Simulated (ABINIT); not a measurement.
Here is an ABINIT 10.8.3 (patched build) calculation.

The input run.abi:

```
pp_dirpath "./"
pseudos "In.upf, P.upf"

acell 4.2146594536 4.2146594536 4.2146594536 Angstrom
rprim
     0.0000000000     0.7071067812     0.7071067812
     0.7071067812     0.0000000000     0.7071067812
     0.7071067812     0.7071067812     0.0000000000
ntypat 2
znucl 49 15
natom 2
typat 1 2
xred
     0.0000000000     0.0000000000     0.0000000000
     0.7500000000     0.7500000000     0.7500000000
chkprim 0
chksymtnons 0
tolsym 1.0e-6

ecut 35.0

kptopt 1
ngkpt 6 6 6
nshiftk 1
shiftk 0.0 0.0 0.0

ixc 11

nband 26
occopt 3
tsmear 0.05 eV

nspinor 2
nspden 1
so_psp 2*1

nstep 100
tolvrs 1.0e-10

iomode 3
prtwf 0
prtden 0
prteig 0
prtebands 0
enunit 1
prtvol 2
```

Potentials or basis: PseudoDojo NC FR PBE v0.4 standard.

The run is started by

```console
$ abinit run.abi > log 2>&1
```

(1) What does it give for the band gap on the k mesh?

(2) What does it give for the pressure?

## Answers

(1) 0.41 eV, direct.

(2) 0.0 GPa.
